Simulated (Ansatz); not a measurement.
Crystal: BN.

```
N B
1.0
     0.00000    1.81300    1.81300
     1.81300    0.00000    1.81300
     1.81300    1.81300    0.00000
N B
1 1
Direct
  0.25000 0.25000 0.25000
  0.00000 0.00000 0.00000
```

The cell is a database's computed one.

| Quantity | Value |
| --- | --- |
| Program | Ansatz 0.2.0 |
| Task | relaxation of cell and atoms |
| Functional | RPBE |
| Dispersion | D3(BJ) |
| Potentials or basis | all-electron LAPW, scalar-relativistic |
| Basis error allowed | 0.001 eV/atom |
| k mesh | 13 × 13 × 13 |
| Occupations | fermi-dirac, width 0.05 eV |
| Spin | no spin polarisation |

At the start: volume 5.96 Å³/atom.

Question: Where does the relaxation end?

Answer: Over 5 steps the energy falls by 10.6 meV/atom and the volume is 5.73 Å³/atom (-3.8 %); space group F-43m (No. 216, to 0.05 Å).

Step by step:
```csv
step,energy change (eV),largest force (eV/Å),volume (Å³)
1,0.0000,0.0000,11.92
2,-0.0171,0.0000,11.66
3,-0.0211,0.0000,11.45
4,-0.0211,0.0000,11.46
5,-0.0211,0.0000,11.46
```

Final structure:
```
N B
1.0
     0.00000    1.78955    1.78955
     1.78955    0.00000    1.78955
     1.78955    1.78955    0.00000
N B
1 1
Direct
  0.25000 0.25000 0.25000
  0.00000 0.00000 0.00000
```
